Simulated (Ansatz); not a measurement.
Input and output of a single-point calculation on C in the diamond structure (the PAW code Ansatz, r2SCAN). The cell was relaxed with r2SCAN and then strained (uniaxial +1.0 % along z, other directions held), with the atoms relaxed again with r2SCAN; k points keep the names of the unstrained zone.

The input:
```yaml
crystal:
  lattice:
    - [0.0, 1.7801241423, 1.7979253837]
    - [1.7801241423, 0.0, 1.7979253837]
    - [1.7801241423, 1.7801241423, 0.0]
  atoms:
    - { symbol: C, position: [0.0, 0.0, 0.0] }
    - { symbol: C, position: [0.25, 0.25, 0.25] }
kpoints:
  mp_grid: { grid: [12, 12, 12] }
  band_path:
    path:
      - [0.0, 0.0, 0.0]
      - [0.5, 0.0, 0.5]
      - [0.625, 0.25, 0.625]
      - [0.375, 0.375, 0.75]
      - [0.5, 0.5, 0.5]
      - [0.5, 0.25, 0.75]
      - [0.35, 0.0, 0.35]
    npoints: 1
hamiltonian:
  xc: r2scan
scf:
  occupations: { method: fixed }
  n_extra_bands: 4
output:
  forces: true
  stress: true
  eigenvalues: true
```

The output, standing remarks left out:
```
Pseudopotential: C, paw, valence charge 4, recommended cutoff 500 eV (meta_gga)
Functional definition: r2SCAN
Crystal: 2 atoms, lattice volume = 11.395 Å³
Basis set: ecut = 500 eV, 283 PW (Γ)
Bands: 8, of which v1, the nominal top of the filled ones, is band 4 counted from 1 (3 counted from 0)
Symmetry: 16 space group operations
Space group: I41/amd (ITA 141)
k-points: 163 of 1728
SCF iter   1: HF=-503.052313 eV  Δρ=8.87e-3  dr2=2.40e-3
SCF iter   2: HF=-503.107600 eV  Δρ=5.56e-3  dr2=9.72e-4
SCF iter   3: HF=-503.107626 eV  Δρ=1.84e-3  dr2=1.16e-4
SCF iter   4: HF=-503.107658 eV  Δρ=3.89e-4  dr2=5.16e-6
SCF iter   5: HF=-503.107659 eV  Δρ=9.69e-5  dr2=3.24e-7
SCF iter   6: HF=-503.107659 eV  Δρ=6.60e-6  dr2=1.44e-9
SCF 1 converged in 6 iterations: F = -503.107659 eV  dr2 = 1.44e-9
SCF converged after 6 iterations
Free energy (F): -503.107659 eV
Fermi energy:    13.260538 eV
--- Forces (eV/Å), atoms counted from 1 ---
  atom   1  C       0.00000      0.00000      0.00000
  atom   2  C       0.00000      0.00000      0.00000
--- Stress (GPa, compression-positive) ---
       -1.096165       0.000000       0.000000
        0.000000      -1.096165       0.000000
        0.000000       0.000000     -10.956929
  P = ⅓ Tr σ = -4.3831 GPa (-43.831 kbar)
```

Levels at the listed points, from bands.tsv (eV from the Fermi energy, bands near the gap, counted from 0):
```tsv
# k_distance	band_0	band_1	band_2	band_3	band_4	band_5	band_6	band_7
# fermi_ev = 13.260538
# [0, 0, 0] at k_distance = 0.000000
# [0.5, 0, 0.5] at k_distance = 1.764817
# [0.625, 0.25, 0.625] at k_distance = 2.385692
# [0.375, 0.375, 0.75] at k_distance = 3.464641
# [0.5, 0.5, 0.5] at k_distance = 4.538245
# [0.5, 0.25, 0.75] at k_distance = 5.779996
# [0.35, 0, 0.35] at k_distance = 6.809052
# levels_relative_to = fermi_ev
0.000	-22.664	-0.159	0.000	0.000	5.771	5.771	5.904	13.612
1.765	-13.538	-13.538	-6.721	-6.721	4.878	4.878	17.793	17.793
2.386	-13.877	-12.456	-9.725	-5.745	5.839	11.138	15.138	16.434
3.465	-13.914	-12.596	-9.742	-5.588	6.085	11.430	15.111	16.395
4.538	-16.746	-14.029	-3.104	-2.917	8.686	8.886	9.121	16.611
5.780	-12.841	-12.841	-8.711	-8.711	11.261	11.261	12.896	12.896
6.809	-18.033	-8.262	-5.890	-5.860	4.208	7.575	15.145	15.450
```
In order the rows are Γ, X, U, K, L, W, Γ–X (0.70).

With r2SCAN the valence top lies at Γ and the conduction bottom at Γ–X (0.70 of the way from Γ), 4.21 eV higher; the smallest vertical gap, at Γ, is 5.77 eV. (Strain can split the valleys, and only one was followed off the mesh: the true gap may be a little smaller.) The gap is the least over the mesh and the extra points. With the atoms held, the mean pressure is -4.38 GPa (compression positive).

Spin-unpolarised throughout; all numbers are computed.
